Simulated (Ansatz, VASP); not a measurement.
## One calculation of SnTe, two programs

```
Sn Te
1.0
     0.00000    3.27825    3.27825
     3.27825    0.00000    3.27825
     3.27825    3.27825    0.00000
Sn Te
1 1
Direct
  0.50000 0.50000 0.50000
  0.00000 0.00000 0.00000
```

Alike in both runs: task single point; functional PBE; k mesh 10 × 10 × 10; occupations gaussian, width 0.05 eV; no spin polarisation.

|  | VASP | Ansatz |
| --- | --- | --- |
| version | VASP 6.6.1 | Ansatz 0.2.0 |
| potentials or method | VASP PAW PBE potentials, release 64 (Sn_d, Te) | scalar-relativistic, plane waves, PAW |
| plane-wave cutoff (eV) | 520 | 420 |
| valence electrons in the cell | 20 | 30 |

|  | VASP | Ansatz | Ansatz less VASP |
| --- | --- | --- | --- |
| gap on the k mesh at the Fermi level (eV) | 0.23 | 0.23 | +0.001 |
| least direct gap on the mesh (eV) | 0.23 | 0.23 | +0.001 |
| pressure (GPa) | -2.4 | -2.4 | +0.03 |

The two sets of potentials don't hold the same shells in valence.

Caveats: spin-orbit coupling is left out, which moves the levels of the heavy elements.
